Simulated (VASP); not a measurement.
Input of a VASP 6.6.1 run:

Contents of INCAR:

```
SYSTEM = NaCl
PREC     = Accurate       ! precision mode
ENCUT    = 600            ! plane-wave cutoff, eV
EDIFF    = 1E-7           ! SCF threshold, eV
ISMEAR   = 0              ! smearing method
SIGMA    = 0.02           ! smearing width, eV
LREAL    = .False.        ! projectors in reciprocal space
LASPH    = .True.         ! aspherical terms in the spheres
NELM     = 100            ! most SCF steps
ALGO     = Normal         ! electronic algorithm
ISIF     = 3              ! what is computed and relaxed
LWAVE    = .False.        ! write WAVECAR
LCHARG   = .False.        ! write CHGCAR
GGA      = PS             ! functional
IBRION   = 2              ! ionic algorithm
NSW      = 100            ! ionic steps
EDIFFG   = -0.002         ! ionic threshold
PSTRESS  = 320.0
```

Contents of KPOINTS:

```
Automatic mesh
0
Gamma
  6 6 6
  0 0 0
```

POSCAR

```
NaCl
1.0
    3.5021900000      0.0000000000      0.0000000000
    0.0000000000      3.5021900000      0.0000000000
    0.0000000000      0.0000000000      3.5021900000
Na Cl
1 1
Direct
    0.0000000000      0.0000000000      0.0000000000
    0.5000000000      0.5000000000      0.5000000000
```

Potentials or basis: VASP PAW PBE potentials, release 64 (Na_pv, Cl).

The run is started by

```bash
$ cat potpaw_PBE.64/Na_pv/POTCAR potpaw_PBE.64/Cl/POTCAR > POTCAR
$ mpirun -np 1 vasp_std > vasp.out
```

(1) What does it give for the space group after relaxing (to 0.05 Å)?

(2) Predict the band gap on the k mesh.

## Answers

(1) Pm-3m (No. 221).

(2) 4.71 eV, direct.

Caveat: the cell is relaxed towards a set pressure, so the enthalpy falls and the energy may rise.
